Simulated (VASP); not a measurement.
Pd, 1 atom in the cell. The structure is cubic, space group Fm-3m (No. 225). Conventional cell: a = 3.941 Å, b = 3.941 Å, c = 3.941 Å, α = 90.00°, β = 90.00°, γ = 90.00°. Pd (site symmetry m-3m) is surrounded by 12 Pd at 2.79 Å. 

```yaml
Program: VASP 6.6.1
Task: relaxation of cell and atoms
Functional: PBE
Potentials_or_basis: VASP PAW PBE potentials, release 64 (Pd)
Cutoff: 600 eV
k_mesh: 16 × 16 × 16
Occupations: methfessel-paxton, width 0.1 eV
Spin: no spin polarisation
Further_INCAR_settings: ALGO = Normal; EDIFF = 1e-07; IBRION = 2; EDIFFG = -0.005; NSW = 90; ISIF = 3
```

Potentials or basis: VASP PAW PBE potentials, release 64 (Pd).

Run with:

```sh
$ cat potpaw_PBE.64/Pd/POTCAR > POTCAR
$ mpirun -np 2 vasp_std > vasp.out
```

Hardware: 2 MPI ranks on AMD EPYC 9R45 96-Core Processor (Zen 5), with other jobs on the host.

**Question.** Estimate the wall time of this run.

**Answer.** It took 14 s on 2 MPI ranks on AMD EPYC 9R45 96-Core Processor (Zen 5), on a shared host, peak memory 0.13 GiB a rank. Counts: scf iterations 22, k points 145, ion steps 3.
